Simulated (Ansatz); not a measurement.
# SnO: a strain scan

Aim: for SnO, see how energy and stress answer to the strain pattern (1, 1, 0, 0, 0, 0).

Program: Ansatz 0.2.0. Level of theory: DFT PBEsol, scalar-relativistic, plane waves, PAW. These are calculated values, not measurements.

## Step 1: The structure to begin with

Symmetry: Pmn2_1, No. 31, orthorhombic system. The conventional cell has a = 3.316 Å, b = 5.705 Å, c = 3.894 Å, α = 90.00°, β = 90.00°, γ = 90.00°. Sn (site symmetry m) has 3 O at 2.13 to 2.14 Å as nearest neighbours. Around O (site symmetry m) lie 3 Sn at 2.13 to 2.14 Å.

Structure file:

```
Sn O
1.0
     3.31561    0.00000    0.00000
     0.00000    5.70499    0.00000
     0.00000    0.00000    3.89416
Sn O
2 2
Direct
  0.00000 0.23379 0.52617
  0.50000 0.76621 0.02617
  0.00000 0.88536 0.72383
  0.50000 0.11464 0.22383
```

It goes back to an entry of the Materials Project, which need not be the stable form.

This cell was relaxed beforehand with the same method: volume 18.42 Å³/atom, gap on the mesh 1.24 eV.

## Step 2: Zero of energy

Reference values: F = -13021.0438 eV; pressure -0.01 GPa; largest force 0.001 eV/Å; gap on the mesh 1.24 eV. It was computed beforehand with the settings of the runs below.

## Step 3: Setting up a strain scan

The cell is strained by ε times the Voigt pattern (1, 1, 0, 0, 0, 0) (xx, yy, zz, yz, xz, xy; engineering shear), with fractional coordinates fixed (clamped ions). The stress on the pattern is the sum of the stress components weighted by it, tension positive.

## Step 4: ε = -0.1500

Input file input.yaml:

```yaml
crystal:
  lattice:
    - [2.8182652543, 0.0, 0.0]
    - [0.0, 4.8492374107, 0.0]
    - [0.0, 0.0, 3.8941648049]
  atoms:
    - { symbol: Sn, position: [0.0, 0.2337892808, 0.5261742991] }
    - { symbol: Sn, position: [0.5, 0.7662107192, 0.0261742991] }
    - { symbol: O, position: [0.0, 0.8853564082, 0.7238267009] }
    - { symbol: O, position: [0.5, 0.1146435918, 0.2238267009] }
basis:
  ecutwfc: 420
kpoints:
  mp_grid: { grid: [8, 6, 8] }
hamiltonian:
  xc: pbesol
scf:
  occupations: { method: gaussian, width: 0.05 }
output:
  forces: true
  stress: true
  eigenvalues: true
```

## Step 5: Point ε = 0.1125

input.yaml, as its differences from that of step 4:

```diff
@@ -2,4 +2,4 @@
   lattice:
-    - [2.8182652543, 0.0, 0.0]
-    - [0.0, 4.8492374107, 0.0]
+    - [3.6886118769, 0.0, 0.0]
+    - [0.0, 6.3467960229, 0.0]
     - [0.0, 0.0, 3.8941648049]
```

## Step 6: ε = -0.0750

input.yaml, as its differences from that of step 5:

```diff
@@ -2,4 +2,4 @@
   lattice:
-    - [3.6886118769, 0.0, 0.0]
-    - [0.0, 6.3467960229, 0.0]
+    - [3.0669357179, 0.0, 0.0]
+    - [0.0, 5.2771112999, 0.0]
     - [0.0, 0.0, 3.8941648049]
```

## Step 7: Point ε = 0.0375

input.yaml, as its differences from that of step 6:

```diff
@@ -2,4 +2,4 @@
   lattice:
-    - [3.0669357179, 0.0, 0.0]
-    - [0.0, 5.2771112999, 0.0]
+    - [3.4399414133, 0.0, 0.0]
+    - [0.0, 5.9189221337, 0.0]
     - [0.0, 0.0, 3.8941648049]
```

## Step 8: ε = 0.1500

input.yaml, as its differences from that of step 7:

```diff
@@ -2,4 +2,4 @@
   lattice:
-    - [3.4399414133, 0.0, 0.0]
-    - [0.0, 5.9189221337, 0.0]
+    - [3.8129471087, 0.0, 0.0]
+    - [0.0, 6.5607329675, 0.0]
     - [0.0, 0.0, 3.8941648049]
```

## Step 9: Point ε = -0.1125

input.yaml, as its differences from that of step 8:

```diff
@@ -2,4 +2,4 @@
   lattice:
-    - [3.8129471087, 0.0, 0.0]
-    - [0.0, 6.5607329675, 0.0]
+    - [2.9426004861, 0.0, 0.0]
+    - [0.0, 5.0631743553, 0.0]
     - [0.0, 0.0, 3.8941648049]
```

## Step 10: Point ε = 0.0750

input.yaml, as its differences from that of step 9:

```diff
@@ -2,4 +2,4 @@
   lattice:
-    - [2.9426004861, 0.0, 0.0]
-    - [0.0, 5.0631743553, 0.0]
+    - [3.5642766451, 0.0, 0.0]
+    - [0.0, 6.1328590783, 0.0]
     - [0.0, 0.0, 3.8941648049]
```

## Step 11: At ε = -0.0375

input.yaml, as its differences from that of step 10:

```diff
@@ -2,4 +2,4 @@
   lattice:
-    - [3.5642766451, 0.0, 0.0]
-    - [0.0, 6.1328590783, 0.0]
+    - [3.1912709497, 0.0, 0.0]
+    - [0.0, 5.4910482445, 0.0]
     - [0.0, 0.0, 3.8941648049]
```

## Step 12: Point ε = 0.1312

input.yaml, as its differences from that of step 11:

```diff
@@ -2,4 +2,4 @@
   lattice:
-    - [3.1912709497, 0.0, 0.0]
-    - [0.0, 5.4910482445, 0.0]
+    - [3.7506137125, 0.0, 0.0]
+    - [0.0, 6.4534792459, 0.0]
     - [0.0, 0.0, 3.8941648049]
```

(Steps that only read results are left out.)

**Question.** What will these runs give? Wanted: slope of the stress at ε = 0, over ±0.0375.

As calculated:

| quantity | value |
| --- | --- |
| slope of the stress at ε = 0, over ±0.0375 | 453 GPa |

In words: From the stress slope, C11 + C22 + 2 C12 is about 453 GPa with the ions clamped; letting the atoms relax could not make it stiffer. The step is wide, so higher orders mix in. No sampled point lies below the undisturbed cell. Compression costs more than tension: 867.0 against 406.7 meV/atom at the ends. The gap on the mesh stays between 0.11 and 1.38 eV. Layers here are held mostly by dispersion, which this level lacks, so their spacing and the stiffness across them are unreliable there.
